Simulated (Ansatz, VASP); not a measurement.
NaH: VASP beside Ansatz

```xyz
2
Lattice="0.0000 2.3585 2.3585 2.3585 0.0000 2.3585 2.3585 2.3585 0.0000" Properties=species:S:1:pos:R:3 pbc="T T T"
Na    0.0000    0.0000    0.0000
H     2.3585    2.3585    2.3585
```

Alike in both runs: functional PBE; dispersion D3(BJ); k mesh 8 × 8 × 8; occupations gaussian, width 0.02 eV; no spin polarisation.

Ansatz relaxed the structure, and its values are those at the end. VASP's run is a single point on that final structure, the one shown.

```csv
,VASP,Ansatz
version,VASP 6.6.1,Ansatz 0.2.0
potentials or method,"VASP PAW PBE potentials, release 64 (Na_pv, H)","scalar-relativistic, plane waves, PAW"
plane-wave cutoff (eV),520,420
valence electrons in the cell,8,10
```

|  | VASP | Ansatz | Ansatz less VASP |
| --- | --- | --- | --- |
| gap on the k mesh at the Fermi level (eV) | 3.88 | 3.89 | +0.003 |
| least direct gap on the mesh (eV) | 4.77 | 4.78 | +0.005 |
| pressure (GPa) | 0.0 | 0.0 | +0.02 |

With one functional, cell and mesh, what is left measures potentials, basis and numerics. The two sets of potentials don't hold the same shells in valence.

A k mesh can miss the band edges.
